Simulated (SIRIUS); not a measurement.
Zr under changes of volume

One of the cells (23.746 Å³/atom); the others are scaled copies at fixed shape and fractional positions:

```
CELL_PARAMETERS angstrom
3.25340 0.00000 0.00000
-1.62670 2.81753 0.00000
0.00000 0.00000 5.18109
ATOMIC_POSITIONS crystal
Zr 0.66667 0.33333 0.75000
Zr 0.33333 0.66667 0.25000
```

- Program: SIRIUS 7.12.0
- Functional: PBEsol
- Potentials or basis: PseudoDojo 0.4.1 PBEsol standard (scalar relativistic)
- Cutoff: 915 eV
- Density cutoff: 3659 eV
- k mesh: 9 × 9 × 5
- Occupations: fermi-dirac, width 0.05 eV
- Spin: no spin polarisation

```csv
volume (Å³/atom),energy over the lowest point (meV/atom),pressure (GPa)
21.884,5.25,2.9
22.350,0.00,0.7
22.815,0.87,-1.3
23.746,?,?
24.212,35.41,-6.5
24.678,56.20,-7.9
```

Problem. What does the run at 23.746 Å³/atom give?

Solution. Energy over the lowest point 18.99 meV/atom; pressure -4.9 GPa.

Worked out: A Birch-Murnaghan fit of order 3 (a polynomial in V^(-2/3)) to the other rows has its minimum at 22.51 Å³/atom with B0 = V·E''(V) = 99 GPa and B' = 3.1 at fixed shape and positions, which overstates the stiffness. It gives 19.00 meV/atom at 23.746 Å³/atom, against the run's 18.99, and -dE/dV = -4.8 GPa, against -4.9.

Energies are extrapolated to zero smearing.
